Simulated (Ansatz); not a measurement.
Runs of Ansatz 0.2.0 on Ti. The structure is hexagonal, space group P6_3/mmc (No. 194). Conventional cell: a = 2.950 Å, b = 2.950 Å, c = 4.680 Å, α = 90.00°, β = 90.00°, γ = 120.00°. Ti (site symmetry -6m2) is surrounded by 12 Ti at 2.89 to 2.95 Å. 

```tsv
task	level	cell	gap on the mesh (eV)	pressure (GPa)	relaxed volume (Å³/atom)
single point	PBEsol0	as given	none	(b)	-
single point	HF	as given	none	4.4	-
relaxation of cell and atoms	HSE03	relaxed	none	0.0	(a)
relaxation of cell and atoms	PBEsol0	relaxed	none	0.0	16.65
relaxation of cell and atoms	B3LYP	relaxed	none	0.0	17.38
```

Alike in all rows: potentials or basis Ansatz PAW; no spin polarisation; k mesh 5 × 5 × 3; cutoff (eV) 420; smearing fermi-dirac 0.05 eV; the mesh is coarse, so values aren't converged.

Question: Fill in the values left out.

Answer: (a) 17.15; (b) -7.1.

Caveats: all runs use coarse meshes; the PAW data sets come from PBE, with cores solved anew for the run's functional, which leaves a small shift of forces and pressure; the plane-wave basis is chosen anew once the cell has moved, so the energies of steps on either side of that aren't comparable (some runs); the thresholds are loose for stress (some runs).

A gap of «none» marks a metal or a gap under the smearing width.
